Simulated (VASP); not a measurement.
# HfB2 in VASP: the effect of Hubbard term

HfB2:

```xyz
3
Lattice="3.1400 0.0000 0.0000 -1.5700 2.7193 0.0000 0.0000 0.0000 3.4800" Properties=species:S:1:pos:R:3 pbc="T T T"
Hf    0.0000    0.0000    0.0000
B     1.5700    0.9064    1.7400
B     0.0000    1.8129    1.7400
```

Alike in all runs:

* Program: VASP 6.6.1
* Task: single point
* Functional: LDA
* Potentials or basis: VASP PAW LDA potentials, release 64 (Hf_pv, B)
* Cutoff: 520 eV
* k mesh: 10 × 10 × 8
* Occupations: fermi-dirac, width 0.05 eV
* Spin: no spin polarisation
* Further INCAR settings: ALGO = Fast; EDIFF = 1e-07; NBANDS = 15

```csv
Hubbard term,pressure (GPa)
none,-9.7
Hf d U = 2 eV,-4.1
Hf d U = 3 eV,-1.2
Hf d U = 4 eV,?
Hf d U = 5 eV,4.8
Hf d U = 6 eV,7.9
Hf d U = 8 eV,14.2
```

Task: What does the run with Hubbard term Hf d U = 4 eV give?

Result: Pressure 1.8 GPa.

Worked out: A parabola through the other rows of the pressure, of slope 2.99 GPa per eV there, gives 1.8 GPa, against the run's 1.8.

Caveats: U without spin polarisation on a metal has little footing (some runs); the U is typed as a test and isn't derived for this compound (some runs).
